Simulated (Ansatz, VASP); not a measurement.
Se in VASP and in Ansatz

Contents of INCAR:

```
PREC     = Accurate       # precision mode
ENCUT    = 520            # plane-wave cutoff, eV
EDIFF    = 1E-8           # SCF threshold, eV
ISMEAR   = -1             # smearing method
SIGMA    = 0.03           # smearing width, eV
LREAL    = F              # projectors in reciprocal space
LASPH    = T              # aspherical terms in the spheres
NELM     = 60             # most SCF steps
ALGO     = Normal         # electronic algorithm
ISIF     = 2              # what is computed and relaxed
LWAVE    = F              # write WAVECAR
LCHARG   = F              # write CHGCAR
LEFG     = T            
NBANDS   = 16             # bands
```

Contents of KPOINTS:

```
regular mesh
0
Gamma
  6 6 5
```

Contents of POSCAR:

```
Se
1.0
    4.3071900132      0.0000000000      0.0000000000
   -2.1535950066      3.7301359704      0.0000000000
    0.0000000000      0.0000000000      4.8866512526
Se
3
Direct
    0.2254000000      0.0000000000      0.3333333333
    0.0000000000      0.2254000000      0.6666666667
    0.7746000000      0.7746000000      0.0000000000
```

Input for Ansatz:

```yaml
crystal:
  lattice:
    - [4.3071900132, 0.0, 0.0]
    - [-2.1535950066, 3.7301359704, 0.0]
    - [0.0, 0.0, 4.8866512526]
  atoms:
    - { symbol: Se, position: [0.2254, 0.0, 0.3333333333] }
    - { symbol: Se, position: [0.0, 0.2254, 0.6666666667] }
    - { symbol: Se, position: [0.7746, 0.7746, 0.0] }
kpoints:
  mp_grid: { grid: [6, 6, 5] }
scf:
  occupations: { method: fermi_dirac, width: 0.03 }
hamiltonian:
  xc: lda
  pseudopotentials: { kind: paw }
output:
  forces: true
  stress: true
  eigenvalues: true
  efg: { contact_densities: true }
```

Change from the starting cell: volume scaled by 0.96, PAW files.

Alike in both runs: task electric field gradients; functional LDA; k mesh 6 × 6 × 5; occupations fermi-dirac, width 0.03 eV; no spin polarisation.

|  | VASP | Ansatz |
| --- | --- | --- |
| version | VASP 6.6.1 | Ansatz 0.2.0 |
| potentials or method | VASP PAW LDA potentials, release 64 (Se) | PAW with Ansatz's default frozen-core files, scalar-relativistic |
| plane-wave cutoff (eV) | 520 | 420 |
| valence electrons in the cell | 18 | 48 |

|  | VASP | Ansatz | Ansatz less VASP |
| --- | --- | --- | --- |
| gap on the k mesh at the Fermi level (eV) | 1.16 | 1.16 | +0.006 |
| pressure (GPa) | 1.4 | 1.2 | -0.26 |
| largest component of the traceless stress (GPa) | 1.94 | 1.84 | -0.101 |
| rms of the force components (eV/Å) | 0.407 | 0.373 | -0.0339 |
| Vzz of the field gradient on the site that differs most (V/Å²) | -483.4 | -498.3 | -14.85 |

Atom by atom the forces differ by 0.034 eV/Å (rms over components). The two sets of potentials don't hold the same shells in valence.

Caveats: an odd mesh through Γ misses points on the zone boundary, where band edges often lie.
